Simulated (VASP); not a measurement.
## How biaxial strain in the (111) plane changes HfN (Fm-3m)

Wanted: the elastic response of HfN to biaxial strain in the (111) plane, with a fit that predicts a row left out.

Main program and level: VASP 6.6.1; PBEsol; plane waves and PAW (Hf_sv_GW, N); cell typed or built by script, in the first sound run; inputs show where later runs differ.

**1. The structure**

It takes space group Fm-3m (No. 225, cubic). The conventional cell has a = 4.520 Å, b = 4.520 Å, c = 4.520 Å, α = 90.00°, β = 90.00°, γ = 90.00°. Hf has 6 N at 2.26 Å nearest. N has 6 Hf at 2.26 Å nearest. Farther neighbours and most contacts between anions are not listed.

Structure file:

```
Hf N
1.0
     0.00000    2.26000    2.26000
     2.26000    0.00000    2.26000
     2.26000    2.26000    0.00000
Hf N
1 1
Direct
  0.00000 0.00000 0.00000
  0.50000 0.50000 0.50000
```

**2. Relax the crystal, PBEsol**

The series starts from the cell that this level prefers, so that zero strain is near zero stress.

This step took 2 runs in a row; the last is shown.

Level: PBEsol; plane waves and PAW (Hf_sv_GW, N); cell typed or built by script.

The input, INCAR:

```
SYSTEM = HfN
PREC = Accurate
ENCUT = 600
EDIFF = 1E-07
NELM = 120
ISMEAR = 1
SIGMA = 0.15
LREAL = .FALSE.
ALGO = Normal
GGA = PS
NBANDS = 14
LASPH = .TRUE.
LORBIT = 11
LWAVE = .FALSE.
LCHARG = .FALSE.
KPAR = 8
IBRION = 2
NSW = 40
ISIF = 3
EDIFFG = -0.005
POTIM = 0.4
```

The input, POSCAR:

```
HfN
1.0
    0.0000000000      2.2511337631      2.2511337631
    2.2511337631      0.0000000000      2.2511337631
    2.2511337631      2.2511337631      0.0000000000
Hf N
1 1
Direct
    0.0000000000      0.0000000000      0.0000000000
    0.5000000000      0.5000000000      0.5000000000
```

The input, KPOINTS:

```
Automatic mesh
0
Gamma
19 19 19
0 0 0
```

Potentials, in the order of the species: Hf_sv_GW and N (PBE family, release 64).

The run is started by

```
mpirun -np 8 vasp_std
```

What it wrote:

```text
[banner, memory and clock lines left out]
running    8 mpi-ranks, on    1 nodes
[...]
|                                                                             |
|           W    W    AA    RRRRR   N    N  II  N    N   GGGG   !!!           |
|           W    W   A  A   R    R  NN   N  II  NN   N  G    G  !!!           |
|           W    W  A    A  R    R  N N  N  II  N N  N  G       !!!           |
|           W WW W  AAAAAA  RRRRR   N  N N  II  N  N N  G  GGG   !            |
|           WW  WW  A    A  R   R   N   NN  II  N   NN  G    G                |
|           W    W  A    A  R    R  N    N  II  N    N   GGGG   !!!           |
|                                                                             |
|     For optimal performance we recommend to set                             |
|       NCORE = 2 up to number-of-cores-per-socket                            |
|     NCORE specifies how many cores store one orbital (NPAR=cpu/NCORE).      |
|     This setting can greatly improve the performance of VASP for DFT.       |
[...]
|     You enforced a specific xc type in the INCAR file but a different       |
|     [... a line on the potential file left out ...]
|     I HOPE YOU KNOW WHAT YOU ARE DOING!                                     |
|                                                                             |

 LDA part: xc-table for (Slater+PW92), standard interpolation
 POSCAR, INCAR and KPOINTS ok, starting setup
[...]
entering main loop
       N       E                     dE             d eps       ncg     rms          rms(c)
DAV:   1     0.101925095367E+03    0.10193E+03   -0.10368E+04  6160   0.132E+03
DAV:   2    -0.249554732307E+02   -0.12688E+03   -0.11851E+03  8430   0.320E+02
DAV:   3    -0.295032725991E+02   -0.45478E+01   -0.45111E+01  7480   0.634E+01
DAV:   4    -0.295183506845E+02   -0.15078E-01   -0.15074E-01  7048   0.413E+00
[...]
DAV:  13    -0.257565045956E+02    0.34396E-06   -0.67342E-06  7684   0.218E-02    0.225E-02
DAV:  14    -0.257565037428E+02    0.85274E-06   -0.17187E-06  7276   0.118E-02    0.124E-02
DAV:  15    -0.257565037436E+02   -0.75556E-09   -0.82054E-08  3344   0.260E-03
   1 F= -.25756504E+02 E0= -.25756683E+02  d E =-.257565E+02
[...]
reached required accuracy - stopping structural energy minimisation
```

Wall time 11 s (8 MPI ranks of Intel Xeon 6975P-C (Granite Rapids), shared host); peak memory 2 GiB.

Lines that name or quote the potential files are left out of all logs, and their timing lines are given in words.

OUTCAR, selected parts (step 2):

```text
  Total       -0.0012375     -0.0012375     -0.0012375      0.0000000     -0.0000000      0.0000000
  in kB       -0.0869026     -0.0869026     -0.0869026      0.0000000     -0.0000000      0.0000000
  external PRESSURE =      -0.0869026 kB  Pullay stress =       0.0000000 kB

 POSITION                                       TOTAL-FORCE (eV/Angst)
 -----------------------------------------------------------------------------------
      0.00000      0.00000      0.00000         0.000000      0.000000      0.000000
      2.25113      2.25113      2.25113         0.000000     -0.000000     -0.000000
 -----------------------------------------------------------------------------------
    total drift:                                0.000000      0.000000      0.000000

  FREE ENERGIE OF THE ION-ELECTRON SYSTEM (eV)
  ---------------------------------------------------
  free  energy   TOTEN  =       -25.7565037436 eV

  energy  without entropy=      -25.7570402839  energy(sigma->0) =      -25.75668259

 reached required accuracy - stopping structural energy minimisation

[... 3 further parts left out ...]
[key lines of the parts left out:]
E-fermi :  12.1055
```

Numbers from this step:

```
energy(sigma→0) of the program : -25.7567 eV
stress, compression positive   : -0.01 along [111], -0.01 across it (mean), GPa
volume                         : 22.816 Å³
ionic steps                    : 1
```

**3. Strain along the normal, PBEsol**

One member in full: the plane is strained by -2 %, and the strain along the normal is moved by secant steps until the normal stress is under 0.012 GPa or five steps are spent; the atoms relax at each step.

This step took 3 runs, each at a new trial strain with the atoms of the one before; the last is shown.

Level: PBEsol; plane waves and PAW (Hf_sv_GW, N); cell typed or built by script.

Changes to INCAR since step 2:

```diff
@@ -15,7 +15,7 @@
 LCHARG = .FALSE.
-KPAR = 8
-IBRION = 2
-NSW = 40
-ISIF = 3
-EDIFFG = -0.005
-POTIM = 0.4
+KPAR = 2
+IBRION = 1
+NSW = 25
+ISIF = 2
+EDIFFG = -0.004
+POTIM = 0.3
```

The input, POSCAR:

```
HfN
1.0
    0.0575753080      2.2636863960      2.2636863960
    2.2636863960      0.0575753080      2.2636863960
    2.2636863960      2.2636863960      0.0575753080
Hf N
1 1
Direct
    0.0000000000      0.0000000000      0.0000000000
    0.5000000000      0.5000000000      0.5000000000
```

KPOINTS is that of step 2.

The run is started by

```
mpirun -np 2 vasp_std
```

What it wrote:

```text
[banner, memory and clock lines left out]
running    2 mpi-ranks, on    1 nodes
[...]
[... a notice as in an earlier step ...]

 LDA part: xc-table for (Slater+PW92), standard interpolation
 POSCAR, INCAR and KPOINTS ok, starting setup
[...]
entering main loop
       N       E                     dE             d eps       ncg     rms          rms(c)
DAV:   1     0.991548827488E+02    0.99155E+02   -0.10370E+04 18784   0.132E+03
DAV:   2    -0.250863498821E+02   -0.12424E+03   -0.11624E+03 25380   0.321E+02
DAV:   3    -0.294577507708E+02   -0.43714E+01   -0.43317E+01 23056   0.626E+01
DAV:   4    -0.294719229057E+02   -0.14172E-01   -0.14161E-01 21046   0.406E+00
[...]
DAV:  13    -0.257267988243E+02    0.78899E-06   -0.67221E-06 23806   0.215E-02    0.280E-02
DAV:  14    -0.257267980943E+02    0.72998E-06   -0.14153E-06 22330   0.108E-02    0.831E-03
DAV:  15    -0.257267980925E+02    0.18406E-08   -0.62853E-08 10040   0.232E-03
   1 F= -.25726798E+02 E0= -.25726811E+02  d E =-.257268E+02
 BRION: g(F)=  0.465E-59 g(S)=  0.000E+00
 reached required accuracy - stopping structural energy minimisation
```

The job ended after 69 s (2 MPI ranks; peak memory 0.8 GiB; 2.3 min of CPU time).

Parts of OUTCAR (step 3):

```text
  Total        0.9579457      0.9579457      0.9579457     -0.4792533     -0.4792533     -0.4792533
  in kB       68.7800200     68.7800200     68.7800200    -34.4101477    -34.4101477    -34.4101477
  external PRESSURE =      68.7800200 kB  Pullay stress =       0.0000000 kB

 POSITION                                       TOTAL-FORCE (eV/Angst)
 -----------------------------------------------------------------------------------
      0.00000      0.00000      0.00000        -0.000000      0.000000     -0.000000
      2.29247      2.29247      2.29247         0.000000     -0.000000      0.000000
 -----------------------------------------------------------------------------------
    total drift:                                0.000000      0.000000      0.000000

  FREE ENERGIE OF THE ION-ELECTRON SYSTEM (eV)
  ---------------------------------------------------
  free  energy   TOTEN  =       -25.7267980925 eV

  energy  without entropy=      -25.7268371882  energy(sigma->0) =      -25.72681112

[... 1 part as in an earlier step ...]

[... 3 further parts left out ...]
[key lines of the parts left out:]
E-fermi :  12.4008
```

Numbers from this step:

* energy(sigma→0) of the program: -25.7268 eV
* stress, compression positive: 0.00 along [111], 10.32 across it (mean), GPa
* ionic steps: 1

**4. The table**

The other members went through these steps as far as the tables show, with the same cutoff and, step by step, the same mesh; 24 runs are not shown. The session took 1.0 core hours (wall time by ranks) on a shared machine.

| in-plane strain (%) | strain along the normal (%) | in-plane stress, tension positive (GPa) | energy above the unstrained row, extrapolated to no smearing (meV/atom) |
| --- | --- | --- | --- |
| -2.000 | 1.836 | -10.319 | 14.936 |
| -1.500 | 1.356 | -7.677 | 8.390 |
| -1.000 | 0.898 | -5.033 | 3.724 |
| -0.500 | 0.451 | ? | ? |
| 0 | 0.000 | 0.009 | 0.000 |
| 0.500 | -0.449 | 2.389 | 0.730 |
| 1.000 | -0.876 | 4.767 | 3.146 |
| 1.500 | -1.288 | 7.112 | 7.275 |
| 2.000 | -1.690 | 9.411 | 13.081 |

**5. Stress from the known rows**

Fitting a parabola to the 8 known rows (e: strain in %) gives stress = − 0.1095 e² + 4.926 e − 0.02392 in GPa; the residuals are 0.022 GPa r.m.s.

At e = -0.5 this predicts -2.514 GPa.

**6. Prediction against calculation**

The calculation gives -2.449 GPa, so the prediction is 0.065 GPa too low, more than twice the residual of the fit.

Slopes at zero strain, from cubics through all rows: strain ratio -0.889, stress over strain 489 GPa.

**7. Results**

```yaml
error_of_the_predicted_stress: -0.065 GPa
ratio_of_normal_to_in_plane_strain: -0.889
biaxial_modulus: 489 GPa
```

**Reading.** As a check, the curvature of the energy gives 485 GPa for the same modulus (energy per volume = M × strain²), 1 % from the slope of the stress. The energy also has a linear term worth 0.16 GPa that the stress column lacks, a mark of the finite basis or of the smearing. These are static values: temperature and zero-point motion are left out. In a metal the slopes also depend on mesh and smearing, which were held through the series.

[Lines on the potential files, build, host, timing and source positions are cut from VASP's logs without a mark.]

[Logs are printed without paths, hosts, clocks, repeated set-up lines and the standing remarks that a program may print on its own settings, such as how far it seeks lower states.]

[Hosts, paths, dates, database ids (printed as entryN), source tags and the programs' standing remarks are cut or masked in the printed files.]

[In band tables of VASP the shares of atoms and orbitals are scaled to a sum of 1 inside the atoms' spheres.]
